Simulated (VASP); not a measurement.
# Cu (Fm-3m) in VASP: further runs

Runs on Cu. Level: LDA. Tasks: relaxation of cell and atoms.

Everything below comes from runs of VASP 6.6.1. Logs are shortened: lines on timing, memory, paths and dates and some standing lists are left out, and cuts for length are marked.

## (1) Starting point

The structure is cubic, space group Fm-3m (No. 225). Conventional cell: a = 3.615 Å, b = 3.615 Å, c = 3.615 Å, α = 90.00°, β = 90.00°, γ = 90.00°. Cu (site symmetry m-3m) has 12 Cu at 2.56 Å as nearest neighbours.

The cell was built by a generator and needn't be a form met in nature.

## (2) Relaxation of cell and atoms, LDA

Contents of INCAR:

```
SYSTEM = Cu
PREC     = Accurate       ! precision mode
ENCUT    = 600            ! plane-wave cutoff, eV
EDIFF    = 1E-6           ! SCF threshold, eV
ISMEAR   = 1              ! smearing method
SIGMA    = 0.1            ! smearing width, eV
LREAL    = .False.        ! projectors in reciprocal space
LASPH    = .True.         ! aspherical terms in the spheres
NELM     = 80             ! most SCF steps
ALGO     = Normal         ! electronic algorithm
ISIF     = 3              ! what is computed and relaxed
LWAVE    = .False.        ! write WAVECAR
LCHARG   = .False.        ! write CHGCAR
GGA      = CA             ! functional
IBRION   = 2              ! ionic algorithm
NSW      = 90             ! ionic steps
EDIFFG   = -0.01          ! ionic threshold
```

Contents of KPOINTS:

```
Automatic mesh
0
Gamma
  18 18 18
  0 0 0
```

Contents of POSCAR:

```
Cu
1.0
    0.0000000000      1.8075000000      1.8075000000
    1.8075000000      0.0000000000      1.8075000000
    1.8075000000      1.8075000000      0.0000000000
Cu
1
Direct
    0.0000000000      0.0000000000      0.0000000000
```

Potentials or basis: VASP PAW LDA potentials, release 64 (Cu).

Launch:

```sh
cat potpaw_LDA.64/Cu/POTCAR > POTCAR
mpirun -np 1 vasp_std > vasp.out
```

OUTCAR:

```text
SYSTEM = Cu
   PREC = Accurate
   ENCUT = 600
   EDIFF = 1E-6
   ISMEAR = 1
   LREAL = .False.
   LASPH = .True.
   NELM = 80
   ISIF = 3
   GGA = CA
   IBRION = 2
   NSW = 90
   EDIFFG = -0.01

 ion  position               nearest neighbor table
   1  0.000  0.000  0.000-

  LATTYP: Found a face centered cubic cell.
 ALAT       =     3.6150000000

  Lattice vectors:

 A1 = (   0.0000000000,   1.8075000000,   1.8075000000)
 A2 = (   1.8075000000,   0.0000000000,   1.8075000000)
 A3 = (   1.8075000000,   1.8075000000,   0.0000000000)

Analysis of symmetry for initial positions (statically):
=====================================================================
 Subroutine PRICEL returns:
 Original cell was already a primitive cell.

 Routine SETGRP: Setting up the symmetry group for a
 face centered cubic supercell.

 Subroutine GETGRP returns: Found 48 space group operations
 (whereof 48 operations were pure point group operations)
 out of a pool of 48 trial point group operations.

The static configuration has the point symmetry O_h .

Analysis of symmetry for dynamics (positions and initial velocities):
=====================================================================
 Subroutine PRICEL returns:
 Original cell was already a primitive cell.

 Routine SETGRP: Setting up the symmetry group for a
 face centered cubic supercell.

 Subroutine GETGRP returns: Found 48 space group operations
 (whereof 48 operations were pure point group operations)
 out of a pool of 48 trial point group operations.

The dynamic configuration has the point symmetry O_h .

 Subroutine INISYM returns: Found 48 space group operations
 (whereof 48 operations are pure point group operations),
 and found     1 'primitive' translations

----------------------------------------------------------------------------------------

                                     Primitive cell

  volume of cell :      11.8104

  direct lattice vectors                    reciprocal lattice vectors
     0.000000000  1.807500000  1.807500000    -0.276625173  0.276625173  0.276625173
     1.807500000  0.000000000  1.807500000     0.276625173 -0.276625173  0.276625173
     1.807500000  1.807500000  0.000000000     0.276625173  0.276625173 -0.276625173

  length of vectors
     2.556191014  2.556191014  2.556191014     0.479128854  0.479128854  0.479128854

  position of ions in fractional coordinates (direct lattice)
[... 94 lines left out ...]
   IALGO  =     38    algorithm
   IMIX   =      4    mixing-type and parameters
     AMIX     =   0.40;   BMIX     =  1.00
     AMIX_MAG =   1.60;   BMIX_MAG =  1.00
  volume/ion in A,a.u.               =      11.81        79.70
  Fermi-wavevector in a.u.,A,eV,Ry     =   1.598763  3.021224 34.777078  2.556043
  Thomas-Fermi vector in A             =   2.696162
   LORBIT       =      0    0 simple, 1 ext, 2 COOP (PROOUT), +10 PAW based schemes
   GGA     = CA    functional components
   LHFCALC =     F    Hartree Fock is set to
   AEXX    =    0.0000 exact exchange contribution
   IVDW    =     0    specifies the selected vdW correction
   LEPSILON=     F    determine dielectric tensor
   LRPA    =     F    only Hartree local field effects (RPA)
 conjugate gradient relaxation of ions
 non-spin polarized calculation
 Methfessel and Paxton  Order N= 1 SIGMA  =   0.10
  energy-cutoff  :      600.00
  volume of cell :       11.81
 maximum number of plane-waves:       411
   NGX = 11   NGY = 11   NGZ = 11

--------------------------------------- Ionic step        1  -------------------------------------------

 number of electron      11.0000001 magnetization

 Free energy of the ion-electron system (eV)
  ---------------------------------------------------
  ext. energy  EPLUGINS =         0.00000000
  ---------------------------------------------------
  free energy    TOTEN  =        -4.67418999 eV

  energy without entropy =       -4.67423873  energy(sigma->0) =       -4.67420623

------------------------ aborting loop because EDIFF is reached ----------------------------------------

  FORCE on cell =-STRESS in cart. coord.  units (eV):
  Direction    XX          YY          ZZ          XY          YZ          ZX
  --------------------------------------------------------------------------------------
  -------------------------------------------------------------------------------------
  Total       -0.8504954     -0.8504954     -0.8504954      0.0000000      0.0000000      0.0000000
  in kB     -115.3765703   -115.3765703   -115.3765703      0.0000000      0.0000000      0.0000000
  external PRESSURE =    -115.3765703 kB  Pullay stress =       0.0000000 kB
[... 57 lines left out ...]
--------------------------------------- Ionic step        3  -------------------------------------------

 number of electron      11.0000002 magnetization

 Free energy of the ion-electron system (eV)
  ---------------------------------------------------
  ext. energy  EPLUGINS =         0.00000000
  ---------------------------------------------------
  free energy    TOTEN  =        -4.70783210 eV

  energy without entropy =       -4.70778127  energy(sigma->0) =       -4.70781515

 E-fermi :   8.2912     XC(G=0): -13.5510

 val. band max:        8.2797633609   @ k =   0.5000   0.3333   0.1667
 cond. band min:       8.3149336492   @ k =  -0.4444   0.1111   0.0556
 fundamental gap:      0.0351702883
 Fermi energy:         8.2911967892

 k-point     1 :       0.0000    0.0000    0.0000
  band No.  band energies     occupation
      1      -1.6126      2.00000
      2       5.0163      2.00000
      3       5.0163      2.00000
      4       5.0163      2.00000
      5       5.9586      2.00000
      6       5.9586      2.00000
      7      31.6060      0.00000
      8      34.6818      0.00000
      9      34.6818      0.00000
[... 265 lines left out ...]
 k-point    24 :      -0.2222    0.0556    0.0000
  band No.  band energies     occupation
      1       0.5624      2.00000
      2       4.6871      2.00000
      3       5.1954      2.00000
      4       5.2387      2.00000
      5       5.8999      2.00000
      6       6.1765      2.00000
      7      21.9620      0.00000
      8      29.1835      0.00000
      9      32.8903      0.00000

 [... further k-points ...]

------------------------ aborting loop because EDIFF is reached ----------------------------------------

  FORCE on cell =-STRESS in cart. coord.  units (eV):
  Direction    XX          YY          ZZ          XY          YZ          ZX
  --------------------------------------------------------------------------------------
  -------------------------------------------------------------------------------------
  Total       -0.0066750     -0.0066750     -0.0066750     -0.0000000     -0.0000000      0.0000000
  in kB       -0.9768363     -0.9768363     -0.9768363     -0.0000000     -0.0000000      0.0000000
  external PRESSURE =      -0.9768363 kB  Pullay stress =       0.0000000 kB
[... 16 lines left out ...]
  FREE ENERGIE OF THE ION-ELECTRON SYSTEM (eV)
  ---------------------------------------------------
  free  energy   TOTEN  =        -4.7078320988 eV

  energy  without entropy=       -4.7077812670  energy(sigma->0) =       -4.70781515

 reached required accuracy - stopping structural energy minimisation
```

OSZICAR:

```text
N       E                     dE             d eps       ncg     rms          rms(c)
DAV:   1     0.373494040345E+02    0.37349E+02   -0.61708E+03  3631   0.230E+03
DAV:   2    -0.517723302790E+01   -0.42527E+02   -0.40531E+02  3537   0.205E+02
DAV:   3    -0.565642426775E+01   -0.47919E+00   -0.47765E+00  4263   0.311E+01
[... 23 lines left out ...]
DAV:   3    -0.472636133597E+01    0.11554E+00   -0.95994E-01  3678   0.248E+01    0.958E-01
DAV:   4    -0.470832058106E+01    0.18041E-01   -0.49491E-02  5300   0.413E+00    0.167E-01
DAV:   5    -0.470784317631E+01    0.47740E-03   -0.31482E-03  3848   0.139E+00    0.318E-02
DAV:   6    -0.470783287758E+01    0.10299E-04   -0.29733E-05  5067   0.968E-02    0.892E-03
DAV:   7    -0.470783209878E+01    0.77880E-06   -0.44822E-06  2365   0.481E-02
   3 F= -.47078321E+01 E0= -.47078152E+01  d E =-.336421E-01
```

Run time: 17 s. Hardware: 1 thread of Intel Xeon 6975P-C (Granite Rapids), shared host; peak memory 0.14 GiB.

What came out:

* Free energy: -4.7078 eV
* Relaxed volume: 10.95 Å³/atom
* Relaxed cell: a = 2.492 Å, b = 2.492 Å, c = 2.492 Å, α = 60.00°, β = 60.00°, γ = 60.00°
* Space group after relaxing (to 0.05 Å): Fm-3m (No. 225)
* Energy gained by relaxing: 33.6 meV/atom
* Ionic steps: 3
* Pressure after relaxing: -0.1 GPa
* Band gap on the k mesh: none (metal or under the smearing width)

The path:
```csv
step,energy change (eV),largest force (eV/Å),pressure (GPa),volume (Å³)
1,0.0000,0.0000,-11.54,11.81
2,-0.0176,0.0000,10.19,10.42
3,-0.0336,0.0000,-0.10,10.95
```

Final structure:
```xyz
1
Lattice="0.0000 1.7624 1.7624 1.7624 0.0000 1.7624 1.7624 1.7624 0.0000" Properties=species:S:1:pos:R:3 pbc="T T T"
Cu    0.0000    0.0000    0.0000
```

Levels at points of the mesh, in eV from the Fermi level:
```tsv
k point	band 4	band 5	band 6	band 7	band 8	band 9
(0.00, 0.00, 0.00)	-3.27	-2.33	-2.33	23.31	26.39	26.39
(0.50, 0.00, 0.00)	-1.69	-1.69	-1.17	4.16	21.80	23.15
(0.50, 0.50, 0.00)	-1.54	-1.54	1.47	7.70	13.64	13.64
```

## (3) Relaxation of cell and atoms, LDA

This run uses another cell than the first one, of 10.95 Å³/atom, 0.927 times its volume.

Changes to INCAR since step 2:

```diff
@@ -3,3 +3,3 @@
 ENCUT    = 600            ! plane-wave cutoff, eV
-EDIFF    = 1E-6           ! SCF threshold, eV
+EDIFF    = 1E-7           ! SCF threshold, eV
 ISMEAR   = 1              ! smearing method
@@ -16,2 +16,2 @@
 NSW      = 90             ! ionic steps
-EDIFFG   = -0.01          ! ionic threshold
+EDIFFG   = -0.005         ! ionic threshold
```

KPOINTS is that of step 2.

Contents of POSCAR:

```
Cu                                      
1.0
    0.0000000000      1.7623990185      1.7623990185
    1.7623990185      0.0000000000      1.7623990185
    1.7623990185      1.7623990185     -0.0000000000
  Cu            
     1
Direct
     0.0000000000000000    0.0000000000000000    0.0000000000000000
```

Potentials or basis: VASP PAW LDA potentials, release 64 (Cu).

Launch:

```sh
cat potpaw_LDA.64/Cu/POTCAR > POTCAR
mpirun -np 1 vasp_std > vasp.out
```

OUTCAR:

```text
SYSTEM = Cu
   PREC = Accurate
   ENCUT = 600
   EDIFF = 1E-7
   ISMEAR = 1
   LREAL = .False.
   LASPH = .True.
   NELM = 80
   ISIF = 3
   GGA = CA
   IBRION = 2
   NSW = 90
   EDIFFG = -0.005

 ion  position               nearest neighbor table
   1  0.000  0.000  0.000-

  LATTYP: Found a face centered cubic cell.
 ALAT       =     3.5247980370

  Lattice vectors:

 A1 = (   0.0000000000,   1.7623990185,   1.7623990185)
 A2 = (   1.7623990185,   0.0000000000,   1.7623990185)
[... 471 lines left out ...]
 [... further k-points ...]

------------------------ aborting loop because EDIFF is reached ----------------------------------------

  FORCE on cell =-STRESS in cart. coord.  units (eV):
  Direction    XX          YY          ZZ          XY          YZ          ZX
  --------------------------------------------------------------------------------------
  -------------------------------------------------------------------------------------
  Total       -0.0011818     -0.0011818     -0.0011818     -0.0000000      0.0000000     -0.0000000
  in kB       -0.1729495     -0.1729495     -0.1729495     -0.0000000      0.0000000     -0.0000000
  external PRESSURE =      -0.1729495 kB  Pullay stress =       0.0000000 kB

 VOLUME and BASIS-vectors are now :
 -----------------------------------------------------------------------------
  energy-cutoff  :      600.00
  volume of cell :       10.95
      direct lattice vectors                 reciprocal lattice vectors
     0.000000000  1.762399019  1.762399019    -0.283704198  0.283704198  0.283704198
     1.762399019  0.000000000  1.762399019     0.283704198 -0.283704198  0.283704198
     1.762399019  1.762399019  0.000000000     0.283704198  0.283704198 -0.283704198

 POSITION                                       TOTAL-FORCE (eV/Angst)
 -----------------------------------------------------------------------------------
      0.00000      0.00000      0.00000        -0.000000      0.000000      0.000000
 -----------------------------------------------------------------------------------
    total drift:                                0.000000      0.000000      0.000000

  FREE ENERGIE OF THE ION-ELECTRON SYSTEM (eV)
  ---------------------------------------------------
  free  energy   TOTEN  =        -4.7074587616 eV

  energy  without entropy=       -4.7074080362  energy(sigma->0) =       -4.70744185

 reached required accuracy - stopping structural energy minimisation
```

Wall time 7.5 s (1 thread of Intel Xeon 6975P-C (Granite Rapids), shared host); peak memory 0.14 GiB.

Results:

```
Free energy             : -4.7075 eV
Pressure after relaxing : 0.0 GPa
Band gap on the k mesh  : none (metal or under the smearing width)
```

Final structure:
```
CELL_PARAMETERS angstrom
0.00000 1.76240 1.76240
1.76240 0.00000 1.76240
1.76240 1.76240 0.00000
ATOMIC_POSITIONS crystal
Cu 0.00000 0.00000 0.00000
```

Levels at points of the mesh, in eV from the Fermi level:
| k point | band 4 | band 5 | band 6 | band 7 | band 8 | band 9 |
| --- | --- | --- | --- | --- | --- | --- |
| (0.00, 0.00, 0.00) | -3.27 | -2.33 | -2.33 | 23.31 | 26.39 | 26.39 |
| (0.50, 0.00, 0.00) | -1.69 | -1.69 | -1.17 | 4.16 | 21.80 | 23.15 |
| (0.50, 0.50, 0.00) | -1.54 | -1.54 | 1.47 | 7.70 | 13.64 | 13.64 |

Caveat: the relaxation stopped at its first step, so nothing moved.
